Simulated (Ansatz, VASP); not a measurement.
**One calculation of BaTe, two programs**

```xyz
2
Lattice="-0.0512 3.4100 3.4100 3.3588 0.0000 3.3588 3.4100 3.4100 -0.0512" Properties=species:S:1:pos:R:3 pbc="T T T"
Ba    0.0000    0.0000    0.0000
Te    3.3589    3.4100    3.3589
```

Change from the starting cell: strain -0.0300 x Voigt [0, 0, 0, 0, 1, 0], atoms carried along.

Alike in both runs: task single point; functional r2SCAN; k mesh 8 × 8 × 8; occupations gaussian, width 0.05 eV; no spin polarisation.

```csv
,VASP,Ansatz
version,VASP 6.6.1,Ansatz 0.2.0
potentials or method,"VASP PAW PBE potentials, release 64 (Ba_sv, Te)","scalar-relativistic, plane waves, PAW"
plane-wave cutoff (eV),520,500
valence electrons in the cell,16,26
```

|  | VASP | Ansatz | Ansatz less VASP |
| --- | --- | --- | --- |
| gap on the k mesh at the Fermi level (eV) | 1.63 | 1.72 | +0.096 |
| least direct gap on the mesh (eV) | 2.00 | 2.06 | +0.060 |
| pressure (GPa) | 4.5 | 4.0 | -0.46 |
| largest component of the traceless stress (GPa) | 0.31 | 0.32 | +0.002 |

With one functional, cell and mesh, what is left measures potentials, basis and numerics. The two sets of potentials don't hold the same shells in valence.

Caveats: the PAW data sets were made with another functional, which shifts forces and pressure a little (VASP); spin-orbit coupling is left out, which moves the levels of the heavy elements. A k mesh can miss the band edges.
